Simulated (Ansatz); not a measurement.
All numbers below come from DFT PBE, scalar-relativistic, plane waves, PAW (Ansatz 0.2.0).

Settings: cutoff 420 eV, Γ-centred mesh 8×8×8 on the computed 2-atom cell, Gaussian smearing of 0.02 eV; no spin polarisation.

```
CELL_PARAMETERS angstrom
-0.02179 2.72481 2.70297
2.68118 0.00000 2.68118
2.60018 2.62202 0.08100
ATOMIC_POSITIONS crystal
Sr 0.00000 0.04127 0.00000
O 0.50000 0.45873 0.50000
```

Task: Is this geometry at equilibrium? Which atom feels the largest force?

Result: It isn't. Atom 2 (O) feels (0.35, 0.00, 0.35) eV/Å, 0.492 eV/Å in size, and symmetry-related atoms feel the same size.

Task: Give all forces and the stress.

Result:
| atom | Fx | Fy | Fz |
| --- | --- | --- | --- |
| Sr1 | -0.348 | 0.000 | -0.348 |
| O2 | 0.348 | 0.000 | 0.348 |
Stress (GPa, compression positive):
```
-1.76  1.89 -1.14
 1.89 -5.50 -1.89
-1.14 -1.89 -1.76
```